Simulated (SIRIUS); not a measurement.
Ni:

```xyz
1
Lattice="-1.3837 1.3837 1.3837 1.3837 -1.3837 1.3837 1.3837 1.3837 -1.3837" Properties=species:S:1:pos:R:3 pbc="T T T"
Ni    0.0000    0.0000    0.0000
```

This isn't the form of Ni at room conditions, which is fcc.

Base run:

- Program: SIRIUS 7.10.0
- Functional: HTBS
- Potentials or basis: PseudoDojo 0.5 PBE stringent (scalar relativistic)
- Cutoff: 1416 eV
- Density cutoff: 5662 eV
- k mesh: 9 × 9 × 9
- Occupations: methfessel-paxton, width 0.2 eV
- Spin: collinear spin, ferromagnetic start
- Starting moments: [1.0] μB
- Fixed moment: 0.25 μB

Its results: pressure -2.4 GPa.

**Question.** The run is repeated on the same cell with these changes: fixed moment from 0.25 μB to 0.75 μB. What comes out?

**Answer.** Pressure 1.2 GPa.

Caveats: the potentials were made for another functional, which shifts forces and pressure; the total moment is fixed, so each spin has its own Fermi level.
